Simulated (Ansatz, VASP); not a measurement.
**Two plane-wave programs on BaTe**

```xyz
2
Lattice="0.0000 3.4100 3.4100 3.4100 0.0000 3.4100 3.4100 3.4100 0.0000" Properties=species:S:1:pos:R:3 pbc="T T T"
Ba    0.0000    0.0000    0.0000
Te    3.4100    3.5000    3.4100
```

Change from the starting cell: one atom moved.

Alike in both runs: task single point; functional PBEsol; k mesh 8 × 8 × 8; occupations gaussian, width 0.02 eV; no spin polarisation.

|  | VASP | Ansatz |
| --- | --- | --- |
| version | VASP 6.6.1 | Ansatz 0.2.0 |
| potentials or method | VASP PAW PBE potentials, release 64 (Ba_sv, Te) | scalar-relativistic, plane waves, PAW |
| plane-wave cutoff (eV) | 520 | 420 |
| valence electrons in the cell | 16 | 26 |

VASP gave:

* gap on the k mesh at the Fermi level (eV): 1.25
* least direct gap on the mesh (eV): 1.62
* pressure (GPa): 2.4
* largest component of the traceless stress (GPa): 0.24
* rms of the force components (eV/Å): 0.154

**Question.** Which values does Ansatz return?

**Answer.** gap on the k mesh at the Fermi level (eV): 1.35; least direct gap on the mesh (eV): 1.69; pressure (GPa): 2.0; largest component of the traceless stress (GPa): 0.23; rms of the force components (eV/Å): 0.146.

Atom by atom the forces differ by 0.008 eV/Å (rms over components). The two sets of potentials don't hold the same shells in valence.

Caveats: the PAW data sets were made with another functional, which shifts forces and pressure a little (VASP); spin-orbit coupling is left out, which moves the levels of the heavy elements. A k mesh can miss the band edges.
